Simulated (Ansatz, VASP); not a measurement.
# Cross-check of Zn16HO16 (bond-centred H+ along c in ZnO) between VASP and Ansatz, part 2 of 2

Aim: how closely do two programs agree when they are given the same cell, functional and k mesh? The cell is taken from a series of runs on this material, whose earlier steps may have relaxed, scaled, displaced or heated it; both programs get it as it stands.

VASP 6.6.1 and Ansatz 0.2.0.

So far: Starting point; Ansatz: single point, HSE06.

## (3) VASP: single point, HSE06

Level of this step: HSE06; plane waves and PAW (Zn, O, H) (VASP).

The same cell, functional, mesh and smearing now go to VASP, with its own data sets.

Lines of VASP's logs that name or quote its potential files are left out, and so is its time.

The run reads the wave functions of an earlier VASP run, which isn't shown here.

Contents of INCAR:

```
SYSTEM = Zn16HO16
PREC = Accurate
ENCUT = 520
EDIFF = 1E-06
NELM = 100
ISMEAR = -1
SIGMA = 0.01
LREAL = Auto
ALGO = Normal
LHFCALC = .TRUE.
AEXX = 0.25
GGA = PE
HFSCREEN = 0.208
LASPH = .TRUE.
NELECT = 288
NBANDS = 167
PRECFOCK = Fast
LORBIT = 11
LWAVE = .FALSE.
LCHARG = .FALSE.
ISIF = 2
```

Contents of POSCAR:

```
Zn16HO16
1.0
    6.5590399409      0.0000000000      0.0000000000
   -3.2795199705      5.6802952133      0.0000000000
    0.0000000000      0.0000000000     10.5865021122
Zn O H
16 16 1
Direct
    0.1662286344      0.3325417713      0.2509164855
    0.3162044722      0.1580671842      0.9926836674
    0.1695924243      0.3393932066      0.7500102153
    0.3148721462      0.1574237212      0.5105722283
    0.1662162732      0.8336013829      0.2509243839
    0.3332193108      0.6665727090      0.0047677299
    0.1696008818      0.8301546867      0.7500235973
    0.3331800425      0.6665717630      0.4977075840
    0.6666411340      0.3332452718      0.1702632931
    0.8417553045      0.1580391861      0.9926449497
    0.6665259593      0.3332409554      0.7579564525
    0.8422668442      0.1574773974      0.5105031973
    0.6672571784      0.8335822800      0.2509092202
    0.8417389223      0.6836199205      0.9926618638
    0.6603859781      0.8301767856      0.7499962472
    0.8422938004      0.6848171979      0.5105369632
    0.3278754745      0.1638941621      0.1831000268
    0.1646292786      0.3294893987      0.4390524984
    0.3347981306      0.1673727630      0.6955516900
    0.1690536728      0.3382044513      0.9358886831
    0.3332179647      0.6665745970      0.1923645254
    0.1646350366      0.8351096584      0.4390614397
    0.3331950855      0.6665749459      0.6834058856
    0.1690401887      0.8307703341      0.9359029984
    0.8359834091      0.1638313383      0.1830437715
    0.6664285451      0.3332391873      0.4639621704
    0.8323792470      0.1673961931      0.6955002916
    0.6665721549      0.3332420305      0.9554478243
    0.8359525665      0.6720069298      0.1830698960
    0.6702644953      0.8351199686      0.4390455782
    0.8323884574      0.6649529360      0.6955257758
    0.6615804176      0.8307481281      0.9358739490
    0.6662414946      0.3332343372      0.3934307760
```

Contents of KPOINTS:

```
Automatic mesh
0
Gamma
1 1 1
0 0 0
```

PAW data sets: Zn, O and H (PBE family, release 64).

Launch:

```
$ export OMP_NUM_THREADS=3
$ mpirun -np 1 vasp_gam
```

Numbers of over 12 decimals in the logs are rounded to 6 here.

Log:

```text
[banner, memory and clock lines left out]
running    1 mpi-ranks, on    1 nodes
[...]
Offloading initialized ...    1 GPUs detected
[...]
LDA part: xc-table for (Slater+PW92), standard interpolation
 found WAVECAR, reading the header
 POSCAR, INCAR and KPOINTS ok, starting setup
[...]
reading WAVECAR
 the WAVECAR file was read successfully
 initial charge from wavefunction
 entering main loop
       N       E                     dE             d eps       ncg     rms          rms(c)
DAV:   1    -0.181174743385E+03   -0.18117E+03   -0.11608E+01   420   0.426E+01    0.682E+00
DAV:   2    -0.181097691942E+03    0.77051E-01   -0.50326E+00   420   0.154E+01    0.222E+00
DAV:   3    -0.181119114609E+03   -0.21423E-01   -0.49724E-01   452   0.457E+00    0.121E+00
DAV:   4    -0.181122650476E+03   -0.35359E-02   -0.73448E-02   365   0.111E+00    0.690E-01
[...]
DAV:  11    -0.181119140670E+03    0.28925E-05   -0.39010E-06   324   0.157E-02    0.185E-02
DAV:  12    -0.181119139230E+03    0.14398E-05   -0.25925E-06   284   0.883E-03    0.115E-02
DAV:  13    -0.181119138418E+03    0.81223E-06   -0.87003E-07   212   0.735E-03
   1 F= -.18111914E+03 E0= -.18111914E+03  d E =-.448941E-11
```

From OUTCAR (step 3):

```text
  Total       -2.8696120     -2.8790416      8.6918577     -0.0052467      0.0006250      0.0185913
  in kB      -11.6565518    -11.6948554     35.3068942     -0.0213122      0.0025388      0.0755191
  external PRESSURE =       3.9851624 kB  Pullay stress =       0.0000000 kB

 POSITION                                       TOTAL-FORCE (eV/Angst)
 -----------------------------------------------------------------------------------
     -0.00028      1.88894      2.65633         0.000182     -0.018738     -0.040472
      1.55561      0.89787     10.50905         0.003844      0.002268      0.015654
     -0.00068      1.92785      7.93998         0.000006     -0.003740      0.003849
      1.54898      0.89421      5.40517        -0.020552     -0.011887      0.068550
     -1.64359      4.73510      2.65641        -0.016094      0.009507     -0.040659
     -0.00044      3.78633      0.05047         0.000065      0.000206      0.007495
     -1.61009      4.71552      7.94013        -0.003135      0.001814      0.003782
     -0.00069      3.78632      5.26898         0.000118      0.000093      0.000106
      3.27964      1.89293      1.80249        -0.000508      0.000108      0.175132
      5.00281      0.89771     10.50864        -0.004077      0.002160      0.015410
      3.27890      1.89291      8.02411         0.000073      0.000007      0.047818
      5.00801      0.89452      5.40444         0.020080     -0.011772      0.068636
      1.64282      4.73499      2.65625         0.016065      0.009271     -0.040464
      3.27905      3.88316     10.50882         0.000025     -0.004715      0.015820
[...]
-----------------------------------------------------------------------------------
    total drift:                                0.000528      0.001429      0.009167

  FREE ENERGIE OF THE ION-ELECTRON SYSTEM (eV)
  ---------------------------------------------------
  free  energy   TOTEN  =      -181.1191384183 eV

  energy  without entropy=     -181.1191384183  energy(sigma->0) =     -181.11913842

[... 3 further parts left out ...]
[key lines of the parts left out:]
E-fermi :   0.0449
```

The run ends at a pressure of 0.40 GPa, with forces up to 27 eV/Å.

## (4) Comparison

Known differences besides the potentials themselves: exact exchange at q = 0 is treated differently, which shows on coarse meshes; VASP keeps PBE cores, Ansatz makes them for the functional; the cutoff is 420 eV in Ansatz and 520 eV in VASP (PREC = Accurate, projectors in real space); VASP takes a coarser grid for exact exchange (PRECFOCK = Fast). Total energies have different zeros and are not compared.

Compared:

```
              quantity  Ansatz   VASP  difference
gap on the k mesh (eV)   2.515  2.512      +0.004
```

Forces on 7 of the 33 atoms, those with the largest forces and the largest differences (eV/Å; atoms numbered as in POSCAR):

```
atom           Ansatz x, y, z             VASP x, y, z
 Zn4    -0.027, -0.015, 0.060    -0.021, -0.012, 0.069
 Zn9     -0.001, 0.000, 0.159     -0.001, 0.000, 0.175
Zn12     0.026, -0.015, 0.060     0.020, -0.012, 0.069
Zn16      0.000, 0.031, 0.060      0.000, 0.024, 0.069
 O26     0.039, 0.001, 24.237     0.044, 0.001, 26.953
 O29      0.000, 0.023, 0.009      0.000, 0.057, 0.041
 H33  -0.038, -0.001, -24.560  -0.043, -0.001, -27.341
```

The forces differ by 391 meV/Å r.m.s., which is 10.1 % of the r.m.s. force of 3.859 eV/Å (both taken over all components). A gap on the mesh is an upper bound, since the band edges may lie between its points. The cell carries a charge of +1 e against a uniform background, so its pressure also hangs on how the neutralising background is counted, and in a defect's cell a gap may be the spacing between its levels.

## (5) Outcome

| Item | Value |
| --- | --- |
| r.m.s. force difference (single point, HSE06) | 10 % of the r.m.s. force |

**Reading.** The r.m.s. force difference is 10 % of the r.m.s. force (single point, HSE06), beyond the 3 % picked in this series as the mark of a large difference. What causes the difference of the single point, HSE06 pair stays open here. How closely two codes agree says nothing of how well the functional describes the real material.

[Lines on the potential files, build, host, timing and source positions are cut from VASP's logs without a mark.]

[Logs are printed without paths, hosts, clocks, repeated set-up lines and the standing remarks that a program may print on its own settings, such as how far it seeks lower states.]

[Hosts, paths, dates, database ids (printed as entryN), source tags and the programs' standing remarks are cut or masked in the printed files.]
